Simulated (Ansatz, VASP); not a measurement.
# One calculation of Ta2C, two programs

```
CELL_PARAMETERS angstrom
3.09589 0.00000 0.00000
-1.54794 2.68112 0.00000
0.00000 0.00000 4.92017
ATOMIC_POSITIONS crystal
Ta 0.33333 0.66667 0.25283
Ta 0.66667 0.33333 0.74717
C 0.00000 0.00000 0.00000
```

Alike in both runs: functional PBEsol; k mesh 18 × 18 × 8; occupations fermi-dirac, width 0.15 eV; no spin polarisation.

Ansatz relaxed the structure, and its values are those at the end. VASP's run is a single point on that final structure, the one shown.

```csv
,VASP,Ansatz
version,VASP 6.6.1,Ansatz 0.2.0
potentials or method,"VASP PAW PBE potentials, release 64 (Ta_pv, C)","scalar-relativistic, plane waves, PAW"
plane-wave cutoff (eV),520,420
valence electrons in the cell,26,30
```

|  | VASP | Ansatz | Ansatz less VASP |
| --- | --- | --- | --- |
| gap on the k mesh at the Fermi level (eV) | none | none | - |
| pressure (GPa) | 0.5 | 0.0 | -0.50 |
| rms of the force components (eV/Å) | 0.021 | 0.000 | -0.0214 |

A gap of «none» marks a metal or a gap that the smearing closes. The two sets of potentials don't hold the same shells in valence.

Caveats: the PAW data sets were made with another functional, which shifts forces and pressure a little (VASP). The runs have no spin-orbit coupling, so splittings on Ta are missing.
